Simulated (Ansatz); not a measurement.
Crystal: Al.

```
Al
1.0
     2.81246    0.00000    0.00000
    -1.40623    2.43566    0.00000
     0.00000    0.00000    4.86685
Al
2
Direct
  0.33333 0.66667 0.25000
  0.66667 0.33333 0.75000
```

This isn't the form of Al at room conditions, which is fcc.

| Property | Result |
| --- | --- |
| Program | Ansatz 0.2.0 |
| Task | single point |
| Functional | PBEsol |
| Potentials or basis | all-electron LAPW, scalar-relativistic |
| Cutoff | 138 eV (chosen from the basis error) |
| Basis error allowed | 0.001 eV/atom |
| k mesh | 11 × 11 × 6 |
| Occupations | fermi-dirac, width 0.05 eV |
| Spin | no spin polarisation |

On this cell: pressure -1.3 GPa; largest force under 0.003 eV/Å; band gap on the k mesh none (metal or under the smearing width).

The same run follows on a disturbed copy (atoms moved at random, drawn with an rms of 0.05 Å):

```
Al
1.0
     2.81246    0.00000    0.00000
    -1.40623    2.43566    0.00000
     0.00000    0.00000    4.86685
Al
2
Direct
  0.31442 0.64697 0.24540
  0.66979 0.33912 0.75318
```

Question: What changes?

Answer: The energy (extrapolated to zero smearing) moves by +2.1 meV/atom; pressure -1.2 GPa; largest force 0.132 eV/Å; band gap on the k mesh none (metal or under the smearing width).

Forces in eV/Å, atoms in the order of the input:
```
Al   0.023  0.046  0.122
Al  -0.023 -0.046 -0.122
```

Stress tensor (GPa, compression positive):
```
 0.33  0.02  0.03
 0.02  0.23  0.06
 0.03  0.06 -4.26
```
